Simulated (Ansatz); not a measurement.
# Sb (Pm-3m) in Ansatz: convergence with n extra bands

Aim: find how far n extra bands must go before the results for Sb settle, at r2SCAN. This setting moves, with any that are tied to it; all else stays.

All numbers are computed with Ansatz 0.2.0; they aren't measurements. Logs are shortened: lines on timing, memory, paths and dates and some standing lists are left out, and cuts for length are marked.

### Step 1. Starting point

Symmetry: Pm-3m, No. 221, cubic system. The conventional cell has a = 3.160 Å, b = 3.160 Å, c = 3.160 Å, α = 90.00°, β = 90.00°, γ = 90.00°. Around Sb (site symmetry m-3m) lie 6 Sb at 3.16 Å.

This isn't the form of Sb at room conditions, which is rhombohedral.

### Step 2. With n extra bands 1

File input.yaml:

```yaml
crystal:
  lattice:
    - [3.16, 0.0, 0.0]
    - [0.0, 3.16, 0.0]
    - [0.0, 0.0, 3.16]
  atoms:
    - { symbol: Sb, position: [0.0, 0.0, 0.0] }
hamiltonian:
  xc: r2scan
  pseudopotentials: { kind: nc, accuracy: stringent }
kpoints:
  mp_grid: { grid: [7, 7, 7] }
scf:
  occupations: { method: fermi_dirac, width: 0.05 }
  n_extra_bands: 1
output:
  forces: true
  stress: true
  eigenvalues: true
```

Potentials or basis: PseudoDojo stringent (PBE files).

Command:

```console
$ ansatz run input.yaml --threads 2 --pin off --max-ram 5632MiB --backend cpu --events-out ev --progress --plain --runs-dir out
```

The program printed:

```text
Warning: hamiltonian.xc reads the kinetic-energy density τ on the library's norm-conserving files, and those of Sb were made for PBE. This build holds files of Sb that were made for r²SCAN, which a deck under this functional can read where it names no table (hamiltonian.pseudopotentials.accuracy or source), types no xc_functional and has no exact exchange, max_exx_coeff or level of output.embedding that keeps them out. To compare such runs, type hamiltonian.pseudopotentials: {kind: paw, frozen_core: stored} on both or, where PAW refuses one, {kind: nc, accuracy: standard}
Warning: RAYON_NUM_THREADS=2 ignored (pool sized by the plan → 2); use --threads N
scf.n_extra_bands = 1 over 12 filled bands (N_el = 23.0): the run solves 13 bands
Engine: ansatz 0.2.0, x86_64-unknown-linux-gnu
Pseudopotentials: kind: nc
Pseudopotential: Sb, nc, valence charge 23, recommended cutoff 1360.569312 eV (normal), Sb.nc.azcp (PseudoDojo's, or run here from an input of PseudoDojo's; its table is named by hamiltonian.pseudopotentials.accuracy)
Functional definition: r2SCAN
  parameter k0 = 0.174
  parameter k1 = 0.065
  parameter a1 = 4.9479
  exchange = r2scan_x(k0 = k0, k1 = k1, a1 = a1)
  correlation = r2scan_c
Crystal: 1 atoms, lattice volume = 31.554 Å³
Basis set: ecut = 1360.569312 eV, 3695 PW (Γ), exchange–correlation on 160×160×160 points (64 copies of the dense FFT grid, shifted against one another)
Bands: 13, of which v1, the nominal top of the filled ones, is band 12 counted from 1 (11 counted from 0)
Symmetry: 48 space group operations
Space group: Pm-3m (ITA 221), of the structure as read, at distance tolerance 3.2e-5 Å
k-points: 20 of 343
Non-local potential: Sb, projectors of the file, l = 0: 2, l = 1: 2, l = 2: 2
Initial density: superposition of atomic densities (chi_scale 0.1, normalization cell)
Initial wavefunctions: pseudopotential atomic-orbital guess
Functional: x = r2scan, c = r2scan; τ floored in thin density (d = 2e-4 eV/Å³)
iter 1 solved again at ethr=4.65e-4 eV; its pass at ethr=3.10e-3 eV (dr2=1.07e-1 eV) is discarded
SCF iter   1: F=—  HF=-6951.024099 eV  |F-HF|=—  |Δ(HF+E_count)|=         —  Δρ=3.31e-2  dr2=1.12e-1  dr2_τ=1.30e0  ethr=4.65e-4  ⟨swp⟩=1.0  Hψ=2066  notcnv=0
preconditioner: auto → none  [insulator: Δε(μ)=0.398 eV  Ē_g=8.092 eV  σ=0.050 eV  W_gap=0.75  n_scr=6 (ndim 8)  ℏωp=14.8 eV  f_vac=0.024  D(μ)=0.59/eV (n_scr^D=0)  ε∞_Penn≈4.3]
SCF iter   2: F=—  HF=-6951.009323 eV  |F-HF|=—  |Δ(HF+E_count)|=   1.48e-2  Δρ=8.75e-3  dr2=1.20e-2  dr2_τ=1.28e-1  ethr=4.65e-4  ⟨swp⟩=3.0  Hψ=649  notcnv=0
SCF iter   3: F=—  HF=-6951.012026 eV  |F-HF|=—  |Δ(HF+E_count)|=   2.70e-3  Δρ=2.70e-3  dr2=1.35e-3  dr2_τ=4.94e-3  ethr=5.21e-5  ⟨swp⟩=2.8  Hψ=489  notcnv=0
SCF iter   4: F=—  HF=-6951.012532 eV  |F-HF|=—  |Δ(HF+E_count)|=   5.06e-4  Δρ=2.89e-4  dr2=6.14e-6  dr2_τ=3.00e-5  ethr=5.88e-6  ⟨swp⟩=2.5  Hψ=409  notcnv=0
SCF iter   5: F=—  HF=-6951.012534 eV  |F-HF|=—  |Δ(HF+E_count)|=   1.75e-6  Δρ=3.21e-5  dr2=9.66e-8  dr2_τ=4.98e-7  ethr=4.35e-10  ⟨swp⟩=7.6  Hψ=1963  notcnv=0
SCF iter   6: F=-6951.012534 eV  HF=-6951.012534 eV  |F-HF|=4.51e-10  |Δ(HF+E_count)|=   7.78e-8  Δρ=2.70e-6  dr2=1.40e-9  dr2_τ=5.18e-9  ethr=4.20e-10  ⟨swp⟩=6.5  Hψ=1241  notcnv=0
SCF 1 converged in 6 iterations: F = -6951.012534 eV  dr2 = 1.40e-9
SCF converged after 6 iterations
Free energy (F): -6951.012534 eV
Harris-Foulkes:  -6951.012534 eV  (|F-HF|=4.51e-10)
Internal energy: -6951.008109 eV  (E = F + TS)
E sigma→0 (E₀):  -6951.010321 eV
Entropy (-TS):   -0.004425 eV (-4.425 meV/atom)
Fermi energy:    10.730052 eV
--- Per-component energies (eV) ---
  E_band       = -970.981946
  E_kinetic    = 2341.081728
  E_local      = -6947.663286  (includes V_loc(G=0)·N_el)
  E_nonlocal   = -256.749007
  E_hartree    = 2344.652539
  E_xc         = -1012.572937
  E_vxc        = -852.221942  (∫ρ·V_xc dr)
  E_vtau       = 55.266861  (kinetic-family band-sum trace: ∫τ·v_τ [+ j·A + Jᵃ·Aᵃ] dr)
  E_ewald      = -3419.757147
  E_smearing   = -0.004425  (= −TS)
  E_closure    = -0.000000  (closes the sum)
  Σ components = -6951.012534   (vs F -6951.012534, Δ=0.00e0)
--- Forces (eV/Å), atoms counted from 1 ---
  atom   1  Sb     0.00000000    -0.00000000     0.00000000
  max |Σ_I F_I| component: 6.16e-32 eV/Å
--- Stress (GPa, compression-positive) ---
       -3.820694       0.000000       0.000000
       -0.000000      -3.820694       0.000000
        0.000000       0.000000      -3.820694
  P = ⅓ Tr σ = -3.8207 GPa (-38.207 kbar)
--- Band table (eV; the first three rows and the last of 20) ---
  k-point 0: bands = ["-137.7362", "-89.2468", "-89.2468", "-89.2468", "-18.9421", "-18.9421", "-18.7845", "-18.7845", "-18.7845", "-1.6589", "14.2145", "14.2145", "14.2145"]
  k-point 1: bands = ["-137.7362", "-89.2472", "-89.2467", "-89.2467", "-18.9410", "-18.9153", "-18.7921", "-18.7921", "-18.7839", "-1.3679", "11.5991", "14.4935", "14.4935"]
  k-point 2: bands = ["-137.7362", "-89.2482", "-89.2467", "-89.2467", "-18.9385", "-18.8549", "-18.8093", "-18.8093", "-18.7825", "-0.5447", "8.2329", "15.2295", "15.2295"]
  k-point 19: bands = ["-137.7359", "-89.2488", "-89.2488", "-89.2488", "-18.8647", "-18.8645", "-18.8645", "-18.7262", "-18.7262", "5.0616", "9.3036", "9.3036", "9.7568"]
```

Run time: 7.5 s. Hardware: 2 threads of Intel Xeon at 2.50GHz (Skylake/Cascade Lake), shared host; peak memory 0.5 GiB.

What came out:

* Free energy: -6951.0125 eV
* Pressure: -3.8 GPa
* Band gap on the k mesh: none (metal or under the smearing width)

### Step 3. With n extra bands 2

input.yaml, as its differences from that of step 2:

```diff
@@ -14,3 +14,3 @@
   occupations: { method: fermi_dirac, width: 0.05 }
-  n_extra_bands: 1
+  n_extra_bands: 2
 output:
```

Potentials or basis: PseudoDojo stringent (PBE files).

Command:

```console
$ ansatz run input.yaml --threads 2 --pin off --max-ram 5632MiB --backend cpu --events-out ev --progress --plain --runs-dir out
```

It took 6.8 s on 2 threads of Intel Xeon at 2.50GHz (Skylake/Cascade Lake), shared host; peak memory 0.5 GiB.

Results:

```yaml
Free_energy: -6951.0125 eV
Pressure: -3.8 GPa
Band_gap_on_the_k_mesh: none (metal or under the smearing width)
```

### Step 4. With n extra bands 4

input.yaml, as its differences from that of step 3:

```diff
@@ -14,3 +14,3 @@
   occupations: { method: fermi_dirac, width: 0.05 }
-  n_extra_bands: 2
+  n_extra_bands: 4
 output:
```

Command:

```console
$ ansatz run input.yaml --threads 2 --pin off --max-ram 5632MiB --backend cpu --events-out ev --progress --plain --runs-dir out
```

Run time: 7.3 s. Hardware: 2 threads of Intel Xeon at 2.50GHz (Skylake/Cascade Lake), shared host; peak memory 0.51 GiB.

What came out:

| Quantity | Value |
| --- | --- |
| Free energy | -6951.0125 eV |
| Pressure | -3.8 GPa |
| Band gap on the k mesh | none (metal or under the smearing width) |

### Step 5. With n extra bands 8

input.yaml, as its differences from that of step 4:

```diff
@@ -14,3 +14,3 @@
   occupations: { method: fermi_dirac, width: 0.05 }
-  n_extra_bands: 4
+  n_extra_bands: 8
 output:
```

Command:

```console
$ ansatz run input.yaml --threads 2 --pin off --max-ram 5632MiB --backend cpu --events-out ev --progress --plain --runs-dir out
```

Run time: 8.2 s. Hardware: 2 threads of Intel Xeon at 2.50GHz (Skylake/Cascade Lake), shared host; peak memory 0.51 GiB.

It converged, with:

```
Free energy            : -6951.0125 eV
Pressure               : -3.8 GPa
Band gap on the k mesh : none (metal or under the smearing width)
```

### Step 6. With n extra bands 16

input.yaml, as its differences from that of step 5:

```diff
@@ -14,3 +14,3 @@
   occupations: { method: fermi_dirac, width: 0.05 }
-  n_extra_bands: 8
+  n_extra_bands: 16
 output:
```

Potentials or basis: PseudoDojo stringent (PBE files).

Command:

```console
$ ansatz run input.yaml --threads 2 --pin off --max-ram 5632MiB --backend cpu --events-out ev --progress --plain --runs-dir out
```

Wall time 11 s (2 threads of Intel Xeon at 2.50GHz (Skylake/Cascade Lake), shared host); peak memory 0.51 GiB.

It converged, with:

```
Free energy            : -6951.0125 eV
Pressure               : -3.8 GPa
Band gap on the k mesh : none (metal or under the smearing width)
```

### Step 7. With n extra bands 32

input.yaml, as its differences from that of step 6:

```diff
@@ -14,3 +14,3 @@
   occupations: { method: fermi_dirac, width: 0.05 }
-  n_extra_bands: 16
+  n_extra_bands: 32
 output:
```

Command:

```console
$ ansatz run input.yaml --threads 2 --pin off --max-ram 5632MiB --backend cpu --events-out ev --progress --plain --runs-dir out
```

Run time: 12 s. Hardware: 2 threads of Intel Xeon at 2.50GHz (Skylake/Cascade Lake), shared host; peak memory 0.53 GiB.

It converged, with:

* Free energy: -6951.0125 eV
* Pressure: -3.8 GPa
* Band gap on the k mesh: none (metal or under the smearing width)

### Step 8. The series at a glance

| n extra bands | energy less the tightest run, at zero smearing (meV/atom) | SCF cycles | CPU time (s) | peak memory (GiB) |
| --- | --- | --- | --- | --- |
| 1 | 0.00 | 6 | 13 | 0.5 |
| 2 | 0.00 | 6 | 11 | 0.5 |
| 4 | 0.00 | 6 | 12 | 0.51 |
| 8 | 0.00 | 6 | 14 | 0.51 |
| 16 | 0.00 | 6 | 16 | 0.51 |
| 32 | 0.00 | 6 | 21 | 0.53 |

Against the tightest run, the energy stays within 1 meV/atom from 1 on. The tightest run that finished is the yardstick and may itself not be fully converged.

Caveats: the meta-GGA runs on potentials made for a GGA; the potentials were made for another functional, which shifts forces and pressure.
